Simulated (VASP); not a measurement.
# KI (Pm-3m) in VASP: a series of runs

The runs below take KI through single point, with r2SCAN.

Everything below comes from runs of VASP 6.6.1. Logs are shortened: lines on timing, memory, paths and dates and some standing lists are left out, and cuts for length are marked.

**1. Starting point**

It takes space group Pm-3m (No. 221, cubic). The conventional cell has a = 4.291 Å, b = 4.291 Å, c = 4.291 Å, α = 90.00°, β = 90.00°, γ = 90.00°. Around I (site symmetry m-3m) lie 8 K at 3.72 Å. K (site symmetry m-3m) has 8 I at 3.72 Å as nearest neighbours.

Measurements of this composition are mostly on another form, of space group No. 225.

**2. Single point, r2SCAN**

INCAR

```
SYSTEM = KI
ADDGRID = .False.
ALGO = Normal
EDIFF = 1E-6
ENCUT = 450
ISIF = 2
ISMEAR = 0
LASPH = .True.
LCHARG = .False.
LMIXTAU = .True.
LREAL = Auto
LWAVE = .False.
METAGGA = R2SCAN
NBANDS = 15
NELM = 100
PREC = Accurate
SIGMA = 0.05
```

KPOINTS

```
k-points
0
Gamma
  5 5 5
  0 0 0
```

POSCAR

```
KI
1.0
    4.2911966600      0.0000000000      0.0000000000
    0.0000000000      4.2911966600      0.0000000000
    0.0000000000      0.0000000000      4.2911966600
I K
1 1
Direct
    0.5065330000      0.4906340000      0.4946390000
   -0.0062690000      0.0032140000     -0.0010130000
```

Potentials or basis: VASP PAW PBE potentials, release 64 (I, K_sv).

Launch:

```console
> cat potpaw_PBE.64/I/POTCAR potpaw_PBE.64/K_sv/POTCAR > POTCAR
> mpirun -np 1 vasp_std > vasp.out
```

OUTCAR:

```text
SYSTEM = KI
   EDIFF = 1E-6
   ENCUT = 450
   ISIF = 2
   ISMEAR = 0
   LASPH = .True.
   LREAL = Auto
   METAGGA = R2SCAN
   NELM = 100
   PREC = Accurate

 Found     63 irreducible k-points:

 Following reciprocal coordinates:
            Coordinates               Weight
  0.000000  0.000000  0.000000      1.000000
  0.200000  0.000000  0.000000      2.000000
  0.000000  0.200000  0.000000      2.000000
  0.000000  0.000000  0.200000      2.000000
  0.400000  0.000000  0.000000      2.000000
  0.000000  0.400000  0.000000      2.000000
   k-points           NKPTS =     63   k-points in BZ     NKDIM =     63   number of bands    NBANDS=     15
   number of dos      NEDOS =    301   number of ions     NIONS =      2
   total plane-waves  NPLWV =  27000
   dimension x,y,z NGX =    30 NGY =   30 NGZ =   30
   dimension x,y,z NGXF=    60 NGYF=   60 NGZF=   60
   ions per type =               1   1
   NGX,Y,Z   is equivalent  to a cutoff of  11.62, 11.62, 11.62 a.u.
   NGXF,Y,Z  is equivalent  to a cutoff of  23.24, 23.24, 23.24 a.u.
 SYSTEM =  KI
   PREC   = accura    normal or accurate (medium, high low for compatibility)
   ISTART =      0    job   : 0-new  1-cont  2-samecut
   ICHARG =      2    charge: 1-file 2-atom 10-const
   ISPIN  =      1    spin polarized calculation?
   LNONCOLLINEAR =      F non collinear calculations
   LSORBIT =      F    spin-orbit coupling
   LASPH  =      T    aspherical Exc in radial PAW
   ENCUT  =  450.0 eV  33.07 Ry    5.75 a.u.   7.42  7.42  7.42*2*pi/ulx,y,z
   NELM   =    100;   NELMIN=  2; NELMDL= -5     # of ELM steps
   EDIFF  = 0.1E-05   stopping-criterion for ELM
   LREAL  =      T    real-space projection
   EDIFFG = 0.1E-04   stopping-criterion for IOM
   NSW    =      0    number of steps for IOM
   IBRION =     -1    ionic relax: 0-MD 1-quasi-New 2-CG
   NFREE  =      0    steps in history (QN), initial steepest desc. (CG)
   ISIF   =      2    stress and relaxation
   ISYM   =      2    0-nonsym 1-usesym 2-fastsym
   POTIM  = 0.5000    time-step for ionic-motion
   TEBEG  =    0.0;   TEEND  =   0.0 temperature during run
   PSTRESS=    0.0 pullay stress
   NELECT =      16.0000    total number of electrons
   NUPDOWN=      -1.0000    fix difference up-down
   EMIN   =  10.00;   EMAX   =-10.00  energy-range for DOS
   EFERMI =   0.00;   METHOD = LEGACY
   ISMEAR =     0;   SIGMA  =   0.05  broadening in eV -4-tet -1-fermi 0-gaus
   EFERMI_NEDOS =   21; number of points for ismear=-14 and -15
   IALGO  =     38    algorithm
   IMIX   =      4    mixing-type and parameters
     AMIX     =   0.40;   BMIX     =  1.00
     AMIX_MAG =   1.60;   BMIX_MAG =  1.00
  volume/ion in A,a.u.               =      39.51       266.63
  Fermi-wavevector in a.u.,A,eV,Ry     =   0.961324  1.816639 12.573738  0.924144
  Thomas-Fermi vector in A             =   2.090686
   LORBIT       =      0    0 simple, 1 ext, 2 COOP (PROOUT), +10 PAW based schemes
   METAGGA = R2SCAN    functional components
   LHFCALC =     F    Hartree Fock is set to
   AEXX    =    0.0000 exact exchange contribution
   IVDW    =     0    specifies the selected vdW correction
   LEPSILON=     F    determine dielectric tensor
   LRPA    =     F    only Hartree local field effects (RPA)
 non-spin polarized calculation
 Gauss-broadening in eV      SIGMA  =   0.05
  energy-cutoff  :      450.00
  volume of cell :       79.02
 maximum number of plane-waves:      1743
 NGX is ok and might be reduce to    30
   NGX = 15   NGY = 15   NGZ = 15

 number of electron      15.9999999 magnetization

 Free energy of the ion-electron system (eV)
  ---------------------------------------------------
  ext. energy  EPLUGINS =         0.00000000
  ---------------------------------------------------
  free energy    TOTEN  =       -33.86046036 eV

  energy without entropy =      -33.86046036  energy(sigma->0) =      -33.86046036

 E-fermi :   0.8235     XC(G=0):  -8.0454

 val. band max:        0.5198860740   @ k =   0.0000  -0.4000   0.4000
 cond. band min:       4.6186207858   @ k =   0.0000   0.0000   0.0000
 fundamental gap:      4.0987347118
 Fermi energy:         0.8234730448

 k-point     1 :       0.0000    0.0000    0.0000
  band No.  band energies     occupation
      1     -30.0102      2.00000
      2     -12.6924      2.00000
      3     -12.6916      2.00000
      4     -12.6915      2.00000
      5     -10.9125      2.00000
      6       0.2074      2.00000
      7       0.2080      2.00000
      8       0.2087      2.00000
      9       4.6186      0.00000
     10       5.8348      0.00000
     11       5.8400      0.00000
     12       9.6747      0.00000
     13       9.6810      0.00000
     14       9.6822      0.00000
     15      11.7251      0.00000

 k-point     2 :       0.2000    0.0000    0.0000
  band No.  band energies     occupation
      1     -30.0087      2.00000
      2     -12.7511      2.00000
      3     -12.6879      2.00000
      4     -12.6876      2.00000
      5     -10.8028      2.00000
      6      -0.6216      2.00000
      7       0.2361      2.00000
      8       0.2366      2.00000
      9       5.3517      0.00000
     10       6.1288      0.00000
     11       6.8057      0.00000
     12       9.5536      0.00000
     13       9.5596      0.00000
     14       9.8497      0.00000
     15      10.4506      0.00000

 k-point     3 :       0.0000    0.2000    0.0000
  band No.  band energies     occupation
      1     -30.0087      2.00000
      2     -12.7511      2.00000
      3     -12.6879      2.00000
      4     -12.6876      2.00000
      5     -10.8028      2.00000
      6      -0.6216      2.00000
      7       0.2361      2.00000
      8       0.2366      2.00000
      9       5.3517      0.00000
     10       6.1289      0.00000
     11       6.8055      0.00000
     12       9.5535      0.00000
     13       9.5597      0.00000
     14       9.8499      0.00000
     15      10.4500      0.00000

 k-point     4 :       0.0000    0.0000    0.2000
  band No.  band energies     occupation
      1     -30.0087      2.00000
      2     -12.7509      2.00000
      3     -12.6881      2.00000
      4     -12.6877      2.00000
      5     -10.8027      2.00000
      6      -0.6217      2.00000
      7       0.2362      2.00000
      8       0.2366      2.00000
      9       5.3516      0.00000
     10       6.1318      0.00000
     11       6.8011      0.00000
     12       9.5523      0.00000
     13       9.5595      0.00000
     14       9.8546      0.00000
     15      10.4360      0.00000

 k-point     5 :       0.4000    0.0000    0.0000
  band No.  band energies     occupation
      1     -30.0062      2.00000
      2     -12.8384      2.00000
      3     -12.6816      2.00000
      4     -12.6813      2.00000
      5     -10.6257      2.00000
      6      -1.5868      2.00000
      7       0.2818      2.00000
      8       0.2833      2.00000
      9       6.4573      0.00000
     10       6.9490      0.00000
     11       8.2253      0.00000
     12       8.6741      0.00000
     13       9.6493      0.00000
     14       9.6625      0.00000
     15      10.1955      0.00000

 k-point     6 :       0.0000    0.4000    0.0000
  band No.  band energies     occupation
      1     -30.0062      2.00000
      2     -12.8384      2.00000
      3     -12.6816      2.00000
      4     -12.6813      2.00000
      5     -10.6257      2.00000
      6      -1.5868      2.00000
      7       0.2817      2.00000
      8       0.2833      2.00000
      9       6.4572      0.00000
     10       6.9490      0.00000
     11       8.2251      0.00000
     12       8.6736      0.00000
     13       9.6494      0.00000
     14       9.6630      0.00000
     15      10.1955      0.00000

 [... further k-points ...]

------------------------ aborting loop because EDIFF is reached ----------------------------------------

  FORCE on cell =-STRESS in cart. coord.  units (eV):
  Direction    XX          YY          ZZ          XY          YZ          ZX
  --------------------------------------------------------------------------------------
  -------------------------------------------------------------------------------------
  Total        0.0482535      0.0460969      0.0529512     -0.0081482      0.0003606     -0.0015878
  in kB        0.9783728      0.9346453      1.0736205     -0.1652101      0.0073116     -0.0321939
  external PRESSURE =       0.9955462 kB  Pullay stress =       0.0000000 kB

 VOLUME and BASIS-vectors are now :
 -----------------------------------------------------------------------------
  energy-cutoff  :      450.00
  volume of cell :       79.02
      direct lattice vectors                 reciprocal lattice vectors
     4.291196660  0.000000000  0.000000000     0.233035230  0.000000000  0.000000000
     0.000000000  4.291196660  0.000000000     0.000000000  0.233035230  0.000000000
     0.000000000  0.000000000  4.291196660     0.000000000  0.000000000  0.233035230

 POSITION                                       TOTAL-FORCE (eV/Angst)
 -----------------------------------------------------------------------------------
      2.17363      2.10541      2.12259        -0.037015      0.037995      0.013795
      4.26430      0.01379      4.28685         0.037015     -0.037995     -0.013795
 -----------------------------------------------------------------------------------
    total drift:                               -0.004747      0.006278      0.003186

  FREE ENERGIE OF THE ION-ELECTRON SYSTEM (eV)
  ---------------------------------------------------
  free  energy   TOTEN  =       -33.8604603641 eV

  energy  without entropy=      -33.8604603641  energy(sigma->0) =      -33.86046036
```

Run time: 3.3 min. Hardware: 1 thread of Intel Xeon Platinum 8259CL at 2.50GHz (Skylake/Cascade Lake), shared host; peak memory 0.18 GiB.

These settings aren't checked as converged: the numbers below hold their error.

Results:

```yaml
Free_energy: -33.8605 eV
Pressure: 0.1 GPa
Largest_force: 0.055 eV/Å
Band_gap_on_the_k_mesh: 4.10 eV, indirect (least direct gap 4.41 eV)
```

Caveat: the PAW data sets were made with another functional, which shifts forces and pressure a little; spin-orbit coupling is left out, which moves the levels of the heavy elements; an odd mesh through Γ misses points on the zone boundary, where band edges often lie.

**3. Single point, r2SCAN**

INCAR, as its differences from that of step 2:

```diff
@@ -3,3 +3,3 @@
 ALGO = Normal
-EDIFF = 1E-6
+EDIFF = 0.01
 ENCUT = 450
@@ -10,3 +10,3 @@
 LMIXTAU = .True.
-LREAL = Auto
+LREAL = .False.
 LWAVE = .False.
```

KPOINTS is that of step 2.

POSCAR

```
KI
1.0
    4.2911966600      0.0000000000      0.0000000000
    0.0000000000      4.2911966600      0.0000000000
    0.0000000000      0.0000000000      4.2911966600
I K
1 1
Direct
    0.5000000000      0.5000000000      0.5000000000
    0.0000000000      0.0000000000      0.0000000000
```

Potentials or basis: VASP PAW PBE potentials, release 64 (I, K_sv).

Launch:

```console
> cat potpaw_PBE.64/I/POTCAR potpaw_PBE.64/K_sv/POTCAR > POTCAR
> mpirun -np 1 vasp_std > vasp.out
```

OUTCAR:

```text
SYSTEM = KI
   EDIFF = 0.01
   ENCUT = 450
   ISIF = 2
   ISMEAR = 0
   LASPH = .True.
   LREAL = .False.
   METAGGA = R2SCAN
   NELM = 100
   PREC = Accurate

 Found     10 irreducible k-points:

 Following reciprocal coordinates:
            Coordinates               Weight
  0.000000  0.000000  0.000000      1.000000
  0.200000  0.000000  0.000000      6.000000
  0.400000  0.000000  0.000000      6.000000
  0.200000  0.200000  0.000000     12.000000
  0.400000  0.200000  0.000000     24.000000
  0.400000  0.400000  0.000000     12.000000
   k-points           NKPTS =     10   k-points in BZ     NKDIM =     10   number of bands    NBANDS=     15
   number of dos      NEDOS =    301   number of ions     NIONS =      2
   total plane-waves  NPLWV =  27000
   dimension x,y,z NGX =    30 NGY =   30 NGZ =   30
   dimension x,y,z NGXF=    60 NGYF=   60 NGZF=   60
   ions per type =               1   1
   NGX,Y,Z   is equivalent  to a cutoff of  11.62, 11.62, 11.62 a.u.
   NGXF,Y,Z  is equivalent  to a cutoff of  23.24, 23.24, 23.24 a.u.
 SYSTEM =  KI
   PREC   = accura    normal or accurate (medium, high low for compatibility)
   ISTART =      0    job   : 0-new  1-cont  2-samecut
   ICHARG =      2    charge: 1-file 2-atom 10-const
   ISPIN  =      1    spin polarized calculation?
   LNONCOLLINEAR =      F non collinear calculations
   LSORBIT =      F    spin-orbit coupling
   LASPH  =      T    aspherical Exc in radial PAW
   ENCUT  =  450.0 eV  33.07 Ry    5.75 a.u.   7.42  7.42  7.42*2*pi/ulx,y,z
   NELM   =    100;   NELMIN=  2; NELMDL= -5     # of ELM steps
   EDIFF  = 0.1E-01   stopping-criterion for ELM
   LREAL  =      F    real-space projection
   EDIFFG = 0.1E+00   stopping-criterion for IOM
   NSW    =      0    number of steps for IOM
   IBRION =     -1    ionic relax: 0-MD 1-quasi-New 2-CG
   NFREE  =      0    steps in history (QN), initial steepest desc. (CG)
   ISIF   =      2    stress and relaxation
   ISYM   =      2    0-nonsym 1-usesym 2-fastsym
   POTIM  = 0.5000    time-step for ionic-motion
   TEBEG  =    0.0;   TEEND  =   0.0 temperature during run
   PSTRESS=    0.0 pullay stress
   NELECT =      16.0000    total number of electrons
   NUPDOWN=      -1.0000    fix difference up-down
   EMIN   =  10.00;   EMAX   =-10.00  energy-range for DOS
   EFERMI =   0.00;   METHOD = LEGACY
   ISMEAR =     0;   SIGMA  =   0.05  broadening in eV -4-tet -1-fermi 0-gaus
   EFERMI_NEDOS =   21; number of points for ismear=-14 and -15
   IALGO  =     38    algorithm
   IMIX   =      4    mixing-type and parameters
[... 22 lines left out ...]
 Free energy of the ion-electron system (eV)
  ---------------------------------------------------
  ext. energy  EPLUGINS =         0.00000000
  ---------------------------------------------------
  free energy    TOTEN  =       -33.86153327 eV

  energy without entropy =      -33.86153327  energy(sigma->0) =      -33.86153327

 E-fermi :   0.8438     XC(G=0):  -8.0521

 val. band max:        0.5158734900   @ k =   0.4000   0.4000   0.0000
 cond. band min:       4.6062018716   @ k =   0.0000   0.0000   0.0000
 fundamental gap:      4.0903283816
 Fermi energy:         0.8437624432

 k-point     1 :       0.0000    0.0000    0.0000
  band No.  band energies     occupation
      1     -29.9938      2.00000
      2     -12.6759      2.00000
      3     -12.6759      2.00000
      4     -12.6759      2.00000
      5     -10.9174      2.00000
      6       0.2039      2.00000
      7       0.2039      2.00000
      8       0.2039      2.00000
      9       4.6062      0.00000
     10       5.8280      0.00000
     11       5.8280      0.00000
     12       9.6773      0.00000
     13       9.6773      0.00000
     14       9.6773      0.00000
[... 77 lines left out ...]
      2     -12.7612      2.00000
      3     -12.7486      2.00000
      4     -12.6580      2.00000
      5     -10.5571      2.00000
      6      -1.1598      2.00000
      7      -1.0773      2.00000
      8       0.5159      2.00000
      9       5.3731      0.00000
     10       6.9515      0.00000
     11       8.1073      0.00000
     12       8.3344      0.00000
     13       9.5828      0.00000
     14       9.6084      0.00000
     15      11.1473      0.00000

 [... further k-points ...]

------------------------ aborting loop because EDIFF is reached ----------------------------------------

  FORCE on cell =-STRESS in cart. coord.  units (eV):
  Direction    XX          YY          ZZ          XY          YZ          ZX
  --------------------------------------------------------------------------------------
  -------------------------------------------------------------------------------------
  Total        0.0126558      0.0126558      0.0126558     -0.0000000     -0.0000000      0.0000000
  in kB        0.2566043      0.2566043      0.2566043     -0.0000000     -0.0000000      0.0000000
  external PRESSURE =       0.2566043 kB  Pullay stress =       0.0000000 kB

 VOLUME and BASIS-vectors are now :
 -----------------------------------------------------------------------------
  energy-cutoff  :      450.00
  volume of cell :       79.02
      direct lattice vectors                 reciprocal lattice vectors
     4.291196660  0.000000000  0.000000000     0.233035230  0.000000000  0.000000000
     0.000000000  4.291196660  0.000000000     0.000000000  0.233035230  0.000000000
     0.000000000  0.000000000  4.291196660     0.000000000  0.000000000  0.233035230

 POSITION                                       TOTAL-FORCE (eV/Angst)
 -----------------------------------------------------------------------------------
      2.14560      2.14560      2.14560         0.000000      0.000000      0.000000
      0.00000      0.00000      0.00000         0.000000      0.000000      0.000000
 -----------------------------------------------------------------------------------
    total drift:                                0.000000     -0.000000     -0.000000

  FREE ENERGIE OF THE ION-ELECTRON SYSTEM (eV)
  ---------------------------------------------------
  free  energy   TOTEN  =       -33.8615332744 eV

  energy  without entropy=      -33.8615332744  energy(sigma->0) =      -33.86153327
```

OSZICAR:

```text
N       E                     dE             d eps       ncg     rms          rms(c)
DAV:   1     0.485308918987E+02    0.48531E+02   -0.61422E+03   300   0.832E+02
DAV:   2    -0.325935424829E+02   -0.81124E+02   -0.74309E+02   391   0.209E+02
DAV:   3    -0.370335868823E+02   -0.44400E+01   -0.44187E+01   421   0.417E+01
DAV:   4    -0.372016878377E+02   -0.16810E+00   -0.16805E+00   441   0.768E+00
DAV:   5    -0.372036560710E+02   -0.19682E-02   -0.19682E-02   428   0.863E-01    0.312E+00
DAV:   6    -0.344450706795E+02    0.27586E+01   -0.11489E+00   464   0.910E+00    0.239E+00
DAV:   7    -0.337438196753E+02    0.70125E+00   -0.25908E-01   584   0.403E+00    0.107E+00
DAV:   8    -0.342446515323E+02   -0.50083E+00   -0.21855E-01   377   0.370E+00    0.432E-01
DAV:   9    -0.337774852983E+02    0.46717E+00   -0.23171E-01   307   0.408E+00    0.337E-01
DAV:  10    -0.338292467391E+02   -0.51761E-01   -0.79434E-02   300   0.251E+00    0.238E-01
DAV:  11    -0.338598261581E+02   -0.30579E-01   -0.13344E-02   304   0.113E+00    0.163E-01
DAV:  12    -0.338615332744E+02   -0.17071E-02   -0.20830E-03   206   0.438E-01
   1 F= -.33861533E+02 E0= -.33861533E+02  d E =-.570248E-21
```

It took 31 s on 1 thread of Intel Xeon Platinum 8259CL at 2.50GHz (Skylake/Cascade Lake), shared host; peak memory 0.17 GiB.

The run converged, but some of its settings lie outside the range that counts as converged, so its numbers aren't taken as properties of the crystal.

What came out:

| Quantity | Value |
| --- | --- |
| Free energy | -33.8615 eV |
| Pressure | 0.0 GPa |
| Band gap on the k mesh | 4.09 eV, indirect (least direct gap 4.40 eV) |

Caveat: the PAW data sets were made with another functional, which shifts forces and pressure a little; spin-orbit coupling is left out, which moves the levels of the heavy elements; an odd mesh through Γ misses points on the zone boundary, where band edges often lie.

**4. Single point, r2SCAN**

INCAR is that of step 3.

KPOINTS is that of step 3.

POSCAR

```
KI
1.0
    4.2911966600      0.0000000000      0.0000000000
    0.0000000000      4.2911966600      0.0000000000
    0.0000000000      0.0000000000      4.2911966600
I K
1 1
Direct
    0.5065330000      0.4906340000      0.4946390000
   -0.0062690000      0.0032140000     -0.0010130000
```

Launch:

```console
> cat potpaw_PBE.64/I/POTCAR potpaw_PBE.64/K_sv/POTCAR > POTCAR
> mpirun -np 1 vasp_std > vasp.out
```

It took 2.4 min on 1 thread of Intel Xeon Platinum 8259CL at 2.50GHz (Skylake/Cascade Lake), shared host; peak memory 0.21 GiB.

These settings aren't checked as converged: the numbers below hold their error.

What came out:

| Quantity | Value |
| --- | --- |
| Free energy | -33.8596 eV |
| Pressure | 0.0 GPa |
| Largest force | 0.050 eV/Å |
| Band gap on the k mesh | 4.09 eV, indirect (least direct gap 4.40 eV) |

Caveat: the PAW data sets were made with another functional, which shifts forces and pressure a little; spin-orbit coupling is left out, which moves the levels of the heavy elements; an odd mesh through Γ misses points on the zone boundary, where band edges often lie.
